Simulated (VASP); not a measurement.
Write the native input for VASP 6.6.1 that does the following.

| Quantity | Value |
| --- | --- |
| Task | single point |
| Functional | PBE |
| Potentials or basis | VASP PAW PBE potentials, release 64 (K_sv, Br) |
| Cutoff | 520 eV |
| k mesh | 5 × 5 × 5 |
| Occupations | gaussian, width 0.01 eV |
| Spin | no spin polarisation |
| Dipole correction | no |
| Further INCAR settings | ALGO = Normal; EDIFF = 1e-06; NBANDS = 15 |

The structure of KBr lies in POSCAR:

```
KBr
1.0
    0.0000000000      3.3000000000      3.3000000000
    3.3000000000      0.0000000000      3.3000000000
    3.3000000000      3.3000000000      0.0000000000
K Br
1 1
Direct
    0.0000000000      0.0000000000      0.0000000000
    0.5000000000      0.5000000000      0.5000000000
```

These files were run (other wordings do the same):

INCAR

```
SYSTEM = KBr
PREC = Accurate
ENCUT = 520
EDIFF = 1E-6
ISMEAR = 0
SIGMA = 0.01
LREAL = .False.
LASPH = .True.
NELM = 100
ALGO = Normal
ISIF = 2
LWAVE = .False.
LCHARG = .False.
GGA = PE
NBANDS = 15
```

KPOINTS

```
regular mesh
0
Gamma
  5 5 5
  0 0 0
```

Potentials or basis: VASP PAW PBE potentials, release 64 (K_sv, Br).

Run with:

```console
$ cat potpaw_PBE.64/K_sv/POTCAR potpaw_PBE.64/Br/POTCAR > POTCAR
$ mpirun -np 1 vasp_std > vasp.out
```

It gave:

```json
{
 "Pressure": "0.8 GPa",
 "Band gap on the k mesh": "4.43 eV, direct"
}
```

Wall time 11 s on 1 thread of Intel(R) Xeon(R) Platinum 8488C (Sapphire Rapids), with other jobs on the host, peak memory 0.2 GiB.
